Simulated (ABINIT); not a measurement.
# Al2Ru (I4/mmm) in ABINIT: relaxation of cell and atoms with LDA

Aim: the relaxation of cell and atoms of Al2Ru with LDA.

Everything below comes from runs of ABINIT 10.8.3 (patched build). Logs are shortened: lines on timing, memory, paths and dates and some standing lists are left out, and cuts for length are marked. The log counts tension as positive stress, the text compression.

### 1 The structure

The structure is tetragonal, space group I4/mmm (No. 139). Conventional cell: a = 3.121 Å, b = 3.121 Å, c = 8.444 Å, α = 90.00°, β = 90.00°, γ = 90.00°. Ru (site symmetry 4/mmm) has 10 Al at 2.58 to 2.88 Å as nearest neighbours. Al (site symmetry 4mm) has 5 Ru at 2.58 to 2.88 Å and 5 Al at 2.69 Å as nearest neighbours.

The cell comes from a database or a generator and needn't be the stable form of this composition.

### 2 Relaxation of cell and atoms, LDA

Input file run.abi:

```
# Pseudopotentials
pp_dirpath "./"
pseudos "Ru.LDA_PW-JTH.xml, Al.LDA_PW-JTH.xml"

# Structure
acell 3*1.0 Angstrom
rprim
    -1.5604216200     1.5604216200     4.2218055900
     1.5604216200    -1.5604216200     4.2218055900
     1.5604216200     1.5604216200    -4.2218055900
ntypat 2
znucl 44 13
natom 3
typat 1 2 2
xcart
     0.0000000000     0.0000000000     0.0000000000
     0.0000000000     0.0000000000     2.8775641986
     0.0000000000     0.0000000000     5.5660469814 Angstrom
chkprim 0
chksymtnons 0
tolsym 1.0e-6

# Plane-wave basis
ecut 408.170794 eV
pawecutdg 30.0

# k points
kptopt 1
ngkpt 12 12 12
nshiftk 1
shiftk 0.0 0.0 0.0

# Exchange and correlation
ixc 7

# Bands and occupations
nband 15
occopt 3
tsmear 0.00183747

# SCF cycle
nstep 100
tolvrs 1.0e-9

# Output
iomode 3
prtwf 0
prtden 0
prteig 0
prtebands 0
enunit 1

# Relaxation
ionmov 2
ntime 60
tolmxf 0.0005
optcell 2
dilatmx 1.08
ecutsm 0.5
```

Potentials or basis: JTH PAW LDA v2.0.

Run with:

```sh
$ abinit run.abi > log 2>&1
```

run.abo:

```text
.Version 10.8.3 of ABINIT
 Symmetries : space group I4/m m m (#139); Bravais tI (body-center tetrag.)
================================================================================
 Values of the parameters that define the memory need of the present run
     intxc =       0    ionmov =       2      iscf =      17    lmnmax =      18
     lnmax =       6     mgfft =      36  mpssoang =       3    mqgrid =    3001
     natom =       3  nloc_mem =       2    nspden =       1   nspinor =       1
    nsppol =       1      nsym =      16    n1xccc =       1    ntypat =       2
    occopt =       3   xclevel =       1
       mpw =         991          nfft =       46656          nkpt =         163
 PAW method is used; the additional fine FFT grid is defined by:
   mgfftf=        48    nfftf =    110592
================================================================================
================================================================================

--------------------------------------------------------------------------------
------------- Echo of variables that govern the present computation ------------
--------------------------------------------------------------------------------
 -outvars: echo values of preprocessed input variables --------
            acell      1.8897261259E+00  1.8897261259E+00  1.8897261259E+00 Bohr
              amu      1.01070000E+02  2.69815390E+01
          chkprim           0
      chksymtnons           0
          dilatmx      1.08000000E+00
             ecut      1.50000000E+01 Hartree
           ecutsm      5.00000000E-01 Hartree
           enunit           1
           ionmov           2
                       outvar_i_n : Printing only first  50 k-points.
              ixc           7
                       outvar_i_n : Printing only first  50 k-points.
         kptrlatt       12    0    0      0   12    0      0    0   12
          kptrlen      7.07704681E+01
            natom           3
            nband          15
            ngfft          36      36      36
          ngfftdg          48      48      48
             nkpt         163
            nstep         100
             nsym          16
            ntime          60
           ntypat           2
                       prtocc : prtvol=0, do not print more k-points.
           occopt           3
          optcell           2
        pawecutdg      3.00000000E+01 Hartree
           prtden           0
        prtebands           0
           prteig           0
            prtwf           0
            rprim     -1.5604216200E+00  1.5604216200E+00  4.2218055900E+00
                       1.5604216200E+00 -1.5604216200E+00  4.2218055900E+00
                       1.5604216200E+00  1.5604216200E+00 -4.2218055900E+00
          spgroup         139
           tolmxf      5.00000000E-04
           tolsym      1.00000000E-06
           tolvrs      1.00000000E-09
           tsmear      1.83747000E-03 Hartree
            typat      1  2  2
           useylm           1
                       outvars : Printing only first  50 k-points.
           xangst      0.0000000000E+00  0.0000000000E+00  0.0000000000E+00
                       1.0725481583E-17  2.2306875074E-17  2.8775641986E+00
                      -1.8002861989E-17  8.1897057348E-17  5.5660469814E+00
            xcart      0.0000000000E+00  0.0000000000E+00  0.0000000000E+00
                       2.0268222761E-17  4.2153884615E-17  5.4378082451E+00
                      -3.4020478643E-17  1.5476300891E-16  1.0518304399E+01
             xred      0.0000000000E+00  0.0000000000E+00  0.0000000000E+00
                       3.4079781000E-01  3.4079781000E-01  1.0584433154E-17
                       6.5920219000E-01  6.5920219000E-01  2.0473375445E-17
            znucl       44.00000   13.00000

================================================================================

 chkinp: Checking input parameters for consistency.

================================================================================
== DATASET  1 ==================================================================

--- !DatasetInfo
iteration_state: {dtset: 1, }
dimensions: {natom: 3, nkpt: 163, mband: 15, nsppol: 1, nspinor: 1, nspden: 1, mpw: 991, }
cutoff_energies: {ecut:  15.0, pawecutdg:  30.0, }
electrons: {nelect:   2.20000000E+01, charge:   0.00000000E+00, occopt:   3.00000000E+00, tsmear:   1.83747000E-03, }
meta: {optdriver: 0, ionmov: 2, optcell: 2, iscf: 17, paral_kgb: 0, }
...

 Exchange-correlation functional for the present dataset will be:
  LDA: Perdew-Wang 92 LSD fit to Ceperley-Alder data - ixc=7
  J.P.Perdew and Y.Wang, PRB 45, 13244 (1992)

 Real(R)+Recip(G) space primitive vectors, cartesian coordinates (Bohr,Bohr^-1):
 R(1)= -2.9487695  2.9487695  7.9780563  G(1)=  0.0000000  0.1695623  0.0626719
 R(2)=  2.9487695 -2.9487695  7.9780563  G(2)=  0.1695623  0.0000000  0.0626719
 R(3)=  2.9487695  2.9487695 -7.9780563  G(3)=  0.1695623  0.1695623  0.0000000
 Unit cell volume ucvol=  2.7748451E+02 bohr^3
 Angles (23,13,12)=  1.41758456E+02  1.41758456E+02  5.51928116E+01 degrees

 Coarse grid specifications (used for wave-functions):

 getcut: wavevector=  0.0000  0.0000  0.0000  ngfft=  36  36  36
         ecut(hartree)=     17.496   => boxcut(ratio)=   2.12419

 Fine grid specifications (used for densities):

 getcut: wavevector=  0.0000  0.0000  0.0000  ngfft=  48  48  48
         ecut(hartree)=     34.992   => boxcut(ratio)=   2.00259
[... 25 lines left out ...]

--- Iteration: ( 1/60) Internal Cycle: (1/1)
--------------------------------------------------------------------------------

---SELF-CONSISTENT-FIELD CONVERGENCE--------------------------------------------
[... 189 lines left out ...]
 Real space primitive translations (rprimd) [bohr]
 -2.93648883023780E+00  2.93648883023780E+00  7.93567804109352E+00
  2.93648883023780E+00 -2.93648883023780E+00  7.93567804109351E+00
  2.93648883023780E+00  2.93648883023780E+00 -7.93567804109352E+00
 Unitary Cell Volume (ucvol) [Bohr^3]=  2.73716348377482E+02
 Angles (23,13,12)= [degrees]
  1.41722481850255E+02  1.41722481850255E+02  5.52470545516354E+01
 Lengths [Bohr]
  8.95661315856147E+00  8.95661315856147E+00  8.95661315856148E+00
 Stress tensor in cartesian coordinates (strten) [Ha/bohr^3]
  6.03925080118264E-05  0.00000000000000E+00  0.00000000000000E+00
  0.00000000000000E+00  6.03925080118117E-05  0.00000000000000E+00
  0.00000000000000E+00  0.00000000000000E+00  8.19743198123887E-05
 Total energy (etotal) [Ha]= -1.00270736800870E+02

 Difference of energy with previous step (new-old):
           Absolute (Ha)=-4.29218E-04
           Relative     =-4.28060E-06

--- Iteration: ( 3/60) Internal Cycle: (1/1)
--------------------------------------------------------------------------------

---SELF-CONSISTENT-FIELD CONVERGENCE--------------------------------------------
[... 84 lines left out ...]
 Real space primitive translations (rprimd) [bohr]
 -2.92706799292107E+00  2.92706799292107E+00  7.90108352120474E+00
  2.92706799292107E+00 -2.92706799292107E+00  7.90108352120473E+00
  2.92706799292107E+00  2.92706799292107E+00 -7.90108352120473E+00
 Unitary Cell Volume (ucvol) [Bohr^3]=  2.70777307567458E+02
 Angles (23,13,12)= [degrees]
  1.41686398338411E+02  1.41686398338411E+02  5.53014697607259E+01
 Lengths [Bohr]
  8.91978558483437E+00  8.91978558483437E+00  8.91978558483437E+00
 Stress tensor in cartesian coordinates (strten) [Ha/bohr^3]
 -4.61403172070940E-06  0.00000000000000E+00  0.00000000000000E+00
  0.00000000000000E+00 -4.61403172071287E-06  0.00000000000000E+00
  0.00000000000000E+00  0.00000000000000E+00  1.91355601003931E-06
 Total energy (etotal) [Ha]= -1.00270838130404E+02

 Difference of energy with previous step (new-old):
           Absolute (Ha)=-1.01330E-04
           Relative     =-1.01056E-06

 At Broyd/MD step   3, gradients are converged :
  max grad (force/stress) = 4.6140E-04 < tolmxf= 5.0000E-04 ha/bohr (free atoms)

================================================================================

 ----iterations are completed or convergence reached----

 Mean square residual over all n,k,spin=   22.214E-09; max=  29.040E-06
 reduced coordinates (array xred) for    3 atoms
      -0.000000000000      0.000000000000     -0.000000000000
       0.341052792684      0.341052792684      0.000000000000
       0.658947207316      0.658947207316      0.000000000000
 rms dE/dt=  2.2978E-03; max dE/dt=  2.8143E-03; dE/dt below (all hartree)
    1      -0.000000000000     -0.000000000000     -0.000000000000
    2       0.002814266604      0.002814266604     -0.002814266604
    3      -0.002814266604     -0.002814266604      0.002814266604

 cartesian coordinates (angstrom) at end:
    1     -0.00000000000000    -0.00000000000000     0.00000000000000
    2     -0.00000000000000     0.00000000000000     2.85193347669897
    3     -0.00000000000000     0.00000000000000     5.51021319935361

 cartesian forces (hartree/bohr) at end:
    1     -0.00000000000000    -0.00000000000000     0.00000000000000
    2     -0.00000000000000     0.00000000000000    -0.00035618742625
    3      0.00000000000000    -0.00000000000000     0.00035618742625
 frms,max,avg= 1.6790836E-04 3.5618743E-04   0.000E+00  0.000E+00  0.000E+00 h/b

 cartesian forces (eV/Angstrom) at end:
    1     -0.00000000000000    -0.00000000000000     0.00000000000000
    2     -0.00000000000000     0.00000000000000    -0.01831589387926
    3      0.00000000000000    -0.00000000000000     0.01831589387926
 frms,max,avg= 8.6341952E-03 1.8315894E-02   0.000E+00  0.000E+00  0.000E+00 e/A
 length scales=  8.919785584834  8.919785584834  8.919785584834 bohr
              =  4.720147254433  4.720147254433  4.720147254433 angstroms
 Fermi (or HOMO) energy (eV) =  12.16675   Average Vxc (eV)= -11.55822
 Eigenvalues (   eV  ) for nkpt= 163  k points:
 kpt#   1, nband= 15, wtk=  0.00058, kpt=  0.0000  0.0000  0.0000 (reduced coord)
 -60.28876  -30.38407  -30.38407  -30.30452    1.09705    6.59904    8.19225   10.11358
  10.11358   10.23240   11.18039   14.65216   16.90599   18.35030   18.35107
 prteigrs : prtvol=0 or 1, do not print more k-points.

--- !EnergyTerms
iteration_state     : {dtset: 1, itime: 3, icycle: 1, }
comment             : Components of total free energy in Hartree
kinetic             :  1.35394156293559E+01
hartree             :  2.78648489033021E+01
xc                  : -6.19422144374165E+00
Ewald energy        : -6.94210792125785E+01
psp_core            :  1.81006605502520E+00
local_psp           : -7.55037871421022E+01
PAW spherical_terms :  7.63401632043266E+00
internal            : -1.00270740890307E+02
'-kT*entropy'       : -9.72705402606141E-05
total_energy        : -1.00270838160847E+02
total_energy_eV     : -2.72850850640305E+03
...

--- !EnergyTermsDC
iteration_state     : {dtset: 1, itime: 3, icycle: 1, }
comment             : '"Double-counting" decomposition of free energy'
band_energy         : -6.88340257093190E+00
Ewald energy        : -6.94210792125785E+01
psp_core            :  1.81006605502520E+00
xc_dc               : -2.65717022175718E+01
PAW spherical_terms :  7.95377086193312E-01
internal            : -1.00270740859864E+02
'-kT*entropy'       : -9.72705402606141E-05
total_energy_dc     : -1.00270838130404E+02
total_energy_dc_eV  : -2.72850850557466E+03
...

--- !EnergyTermsWithPAWCore
iteration_state     : {dtset: 1, itime: 3, icycle: 1, }
comment             : 'Components of total free energy, including PAW core contributions'
Total energy        : -5.01058451153808E+03
Total energy DC     : -5.01058451150764E+03
Total energy (eV)   : -1.36344950461593E+05
Total energy DC (eV): -1.36344950460764E+05
...

 rms coord change=  1.6999E-04   atom, delta coord (reduced):
     1       -0.000000000000      0.000000000000     -0.000000000000
     2        0.000254982688      0.000254982688      0.000000000000
     3       -0.000254982688     -0.000254982688     -0.000000000000

 Cartesian components of stress tensor (hartree/bohr^3)
  sigma(1 1)= -4.61403172E-06  sigma(3 2)=  0.00000000E+00
  sigma(2 2)= -4.61403172E-06  sigma(3 1)=  0.00000000E+00
  sigma(3 3)=  1.91355601E-06  sigma(2 1)=  0.00000000E+00

-Cartesian components of stress tensor (GPa)         [Pressure=  7.1733E-02 GPa]
- sigma(1 1)= -1.35749500E-01  sigma(3 2)=  0.00000000E+00
- sigma(2 2)= -1.35749500E-01  sigma(3 1)=  0.00000000E+00
- sigma(3 3)=  5.62987615E-02  sigma(2 1)=  0.00000000E+00

== END DATASET(S) ==============================================================
================================================================================

 -outvars: echo values of variables after computation  --------
            acell      8.9197855848E+00  8.9197855848E+00  8.9197855848E+00 Bohr
           etotal     -1.0027083813E+02
            fcart     -2.4693702027E-20 -2.4693702027E-20  1.9968423397E-31
                      -2.7426630789E-20  1.3520369508E-19 -3.5618742625E-04
                       5.2120332816E-20 -1.1050999306E-19  3.5618742625E-04
            rprim     -3.2815452402E-01  3.2815452402E-01  8.8579298752E-01
                       3.2815452402E-01 -3.2815452402E-01  8.8579298752E-01
                       3.2815452402E-01  3.2815452402E-01 -8.8579298752E-01
           strten     -4.6140317207E-06 -4.6140317207E-06  1.9135560100E-06
                       0.0000000000E+00  0.0000000000E+00  0.0000000000E+00
           xangst     -6.6902694254E-31 -1.1348040828E-19  1.6954072078E-20
                      -1.4294601999E-16  1.7656753545E-16  2.8519334767E+00
                      -2.2020612260E-16  2.8278693452E-16  5.5102131994E+00
             xred     -3.4604211161E-20  2.0274784374E-21 -3.6631689599E-20
                       3.4105279268E-01  3.4105279268E-01  1.0853088534E-17
                       6.5894720732E-01  6.5894720732E-01  2.0201203995E-17
 Calculation completed.
```

Wall time 6.5 min (1 thread of Arm Neoverse V1, shared host); peak memory 0.18 GiB.

Results:

```
Free energy                                           : -2728.5085 eV
Relaxed volume                                        : 13.38 Å³/atom
Relaxed cell                                          : a = 4.720 Å, b = 4.720 Å, c = 4.720 Å, α = 141.69°, β = 141.69°, γ = 55.30°
Space group after relaxing (to 0.05 Å)                : I4/mmm (No. 139)
Energy gained by relaxing                             : 4.8 meV/atom
Ionic steps                                           : 3
Pressure after relaxing                               : 0.1 GPa
Largest force after relaxing                          : 0.018 eV/Å
Band gap on the k mesh                                : none (metal or under the smearing width)
Valence electrons inside the program's atomic spheres : Ru 13.82; Al 0.84
```

Forces on the atoms (eV/Å):
```
Ru   0.000  0.000  0.000
Al   0.000  0.000 -0.018
Al   0.000  0.000  0.018
```

Stress tensor (GPa, compression positive):
```
 0.14  0.00  0.00
 0.00  0.14  0.00
 0.00  0.00 -0.06
```

The path:
```tsv
step	energy change (eV)	largest force (eV/Å)	pressure (GPa)	volume (Å³)
1	0.0000	0.1268	-4.46	41.12
2	-0.0117	0.0464	-1.99	40.56
3	-0.0144	0.0183	0.07	40.13
```

Final structure:
```yaml
crystal:
  lattice:
    - [-1.54894, 1.54894, 4.18107]
    - [1.54894, -1.54894, 4.18107]
    - [1.54894, 1.54894, -4.18107]
  atoms:
    - { symbol: Ru, position: [0.00000, 0.00000, 0.00000] }
    - { symbol: Al, position: [0.34105, 0.34105, 0.00000] }
    - { symbol: Al, position: [0.65895, 0.65895, 0.00000] }
```
